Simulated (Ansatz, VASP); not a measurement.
## F: VASP beside Ansatz

```xyz
2
Lattice="0.0000 2.2997 2.2997 2.2997 0.0000 2.2997 2.2997 2.2997 0.0000" Properties=species:S:1:pos:R:3 pbc="T T T"
F    -0.5749   -0.5749   -0.5749
F     0.5749    0.5749    0.5749
```

Change from the starting cell: volume scaled by 0.84, PAW files.

Alike in both runs: task single point; functional PBE; k mesh 13 × 13 × 13; occupations fermi-dirac, width 0.05 eV; no spin polarisation.

```csv
,VASP,Ansatz
version,VASP 6.6.1,Ansatz 0.2.0
potentials or method,"VASP PAW PBE potentials, release 64 (F)","PAW with Ansatz's default frozen-core files, scalar-relativistic"
plane-wave cutoff (eV),520,420
valence electrons in the cell,14,14
```

```csv
,VASP,Ansatz,Ansatz less VASP
pressure (GPa),10.1,10.7,+0.62
```
